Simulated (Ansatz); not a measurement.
## Ge under changes of volume

One of the cells (22.639 Å³/atom); the others are scaled copies at fixed shape and fractional positions:

```xyz
2
Lattice="0.0000 2.8289 2.8289 2.8289 0.0000 2.8289 2.8289 2.8289 0.0000" Properties=species:S:1:pos:R:3 pbc="T T T"
Ge    4.2434    4.2434    4.2434
Ge    2.8289    2.8289    2.8289
```

```yaml
Program: Ansatz 0.2.0
Functional: rPW86-PBE
Dispersion: rVV10
Potentials_or_basis: Ansatz PAW
Cutoff: "420 eV (not typed: the program's choice for these potentials)"
k_mesh: 8 × 8 × 8
Occupations: fermi-dirac, width 0.05 eV
Spin: no spin polarisation
```

```csv
volume (Å³/atom),energy over the lowest point (meV/atom),pressure (GPa)
21.281,?,?
21.733,62.93,8.5
22.186,41.56,6.7
22.639,24.94,5.1
23.092,12.76,3.6
23.545,4.59,2.3
23.997,0.00,1.1
```

Question: What does the run at 21.281 Å³/atom give?

Answer: Energy over the lowest point 89.79 meV/atom; pressure 10.6 GPa.

Worked out: A Birch-Murnaghan fit of order 3 (a polynomial in V^(-2/3)) to the other rows has its minimum at 24.41 Å³/atom, just outside them, with B0 = V·E''(V) = 58 GPa and B' = 4.0. It gives 89.58 meV/atom at 21.281 Å³/atom, against the run's 89.79, and -dE/dV = 10.4 GPa, against 10.6.

Energies are extrapolated to zero smearing.

Caveats: the PAW data sets come from PBE, with cores solved anew for the run's functional, which leaves a small shift of forces and pressure.
